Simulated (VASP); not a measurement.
**Ga: single point with PBE**

Ga:

```
Ga
1.0
     1.38300   -4.02650    0.00000
     1.38300    4.02650    0.00000
    -0.11745    0.00000    3.32993
Ga
2
Direct
  0.13100 0.86900 0.75000
  0.86900 0.13100 0.25000
```

This isn't the form of Ga at room conditions, which is orthorhombic.

```
Program                : VASP 6.6.1
Task                   : single point
Functional             : PBE
Potentials or basis    : VASP PAW PBE potentials, release 64 (Ga_d)
Cutoff                 : 900 eV
k mesh                 : 18 × 18 × 14
Occupations            : gaussian, width 0.1 eV
Spin                   : no spin polarisation
Further INCAR settings : ADDGRID = False; ALGO = Normal; EDIFF = 1e-08; NBANDS = 20
```

```json
{
 "Pressure": "2.0 GPa",
 "Largest force": "0.195 eV/Å",
 "Band gap on the k mesh": "none (metal or under the smearing width)"
}
```

Forces on the atoms (eV/Å):
```
Ga   0.000 -0.195  0.000
Ga   0.000  0.195  0.000
```

Stress tensor (GPa, compression positive):
```
 1.79  0.00 -0.07
 0.00  1.98  0.00
-0.07  0.00  2.08
```

Levels at points of the mesh, in eV from the Fermi level:
| k point | band 9 | band 10 | band 11 | band 12 | band 13 | band 14 | band 15 | band 16 | band 17 | band 18 |
| --- | --- | --- | --- | --- | --- | --- | --- | --- | --- | --- |
| (0.00, 0.00, 0.00) | -14.81 | -14.68 | -11.27 | -2.13 | -1.67 | 1.59 | 5.39 | 9.65 | 10.15 | 10.38 |
| (0.50, 0.00, 0.00) | -14.74 | -14.70 | -6.10 | -5.06 | -1.38 | -0.03 | 5.74 | 6.55 | 8.41 | 9.25 |
| (0.50, 0.50, 0.00) | -14.78 | -14.74 | -9.14 | -8.64 | 3.96 | 4.54 | 5.78 | 6.00 | 7.51 | 10.92 |
| (0.00, 0.00, 0.50) | -14.75 | -14.75 | -7.82 | -7.82 | 1.65 | 1.65 | 2.40 | 2.40 | 11.61 | 11.61 |
| (0.50, 0.00, 0.50) | -14.70 | -14.70 | -2.91 | -2.90 | -1.68 | -1.54 | 1.71 | 2.25 | 4.27 | 4.72 |
| (0.50, 0.50, 0.50) | -14.83 | -14.83 | -6.05 | -6.05 | -4.43 | -4.43 | 10.82 | 10.82 | 11.76 | 11.76 |

Run time: 41 min on 1 thread of Intel(R) Xeon(R) Platinum 8259CL CPU @ 2.50GHz (Skylake/Cascade Lake) (shared host), peak memory 1.5 GiB.
